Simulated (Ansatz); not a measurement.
Wanted: the native input for an Ansatz 0.2.0 run.

```
Task                : relaxation of cell and atoms
Functional          : RPBE
Dispersion          : D3(BJ)
Potentials or basis : Ansatz PAW
Cutoff              : 420 eV (not typed: the program's choice for these potentials)
k mesh              : 10 × 10 × 5
Occupations         : fermi-dirac, width 0.05 eV
Spin                : no spin polarisation
```

TaN:

```
Ta N
1.0
     2.92177    0.00000    0.00000
    -1.46088    2.53033    0.00000
     0.00000    0.00000    5.91652
Ta N
2 2
Direct
  0.00000 0.00000 0.50000
  0.00000 0.00000 0.00000
  0.33333 0.66667 0.25000
  0.66667 0.33333 0.75000
```

The cell comes from a database or a generator and needn't be the stable form of this composition.

The input as run:

input.yaml

```yaml
crystal:
  lattice:
    - [2.9217699809, 0.0, 0.0]
    - [-1.4608849905, 2.5303270275, 0.0]
    - [0.0, 0.0, 5.916515]
  atoms:
    - { symbol: Ta, position: [0.0, 0.0, 0.5] }
    - { symbol: Ta, position: [0.0, 0.0, 0.0] }
    - { symbol: "N", position: [0.3333333333, 0.6666666667, 0.25] }
    - { symbol: "N", position: [0.6666666667, 0.3333333333, 0.75] }
hamiltonian:
  xc: rpbe
  pseudopotentials: { kind: paw }
  dispersion: d3bj
kpoints:
  mp_grid: { grid: [10, 10, 5] }
scf:
  occupations: { method: fermi_dirac, width: 0.05 }
output:
  forces: true
  stress: true
  eigenvalues: true
relax:
  f_tol: 0.01
  max_steps: 40
  cell: { stress_tol: 0.05 }
```

Potentials or basis: Ansatz PAW.

Launch:

```sh
$ ansatz run input.yaml --threads 2 --pin off --max-ram 5632MiB --backend cpu --events-out ev --progress --plain --runs-dir out
```

It gave:

| Property | Result |
| --- | --- |
| Relaxed volume | 9.76 Å³/atom |
| Relaxed cell | a = 2.808 Å, b = 2.808 Å, c = 5.717 Å, α = 90.00°, β = 90.00°, γ = 120.00° |
| Space group after relaxing (to 0.05 Å) | P6_3/mmc (No. 194) |
| Energy gained by relaxing | 152.9 meV/atom |
| Ionic steps | 8 |
| Pressure after relaxing | 0.0 GPa |
| Band gap on the k mesh | none (metal or under the smearing width) |

Caveat: the plane-wave basis is chosen anew once the cell has moved, so the energies of steps on either side of that aren't comparable; the pressure holds a Pulay correction of +0.5 GPa for the finite cutoff; pairwise dispersion overbinds metals, which lowers pressure and volume; the PAW data sets come from PBE, with cores solved anew for the run's functional, which leaves a small shift of forces and pressure.

Wall time 7.6 s on 2 threads of Arm Neoverse V2, on a shared host, peak memory 0.34 GiB.
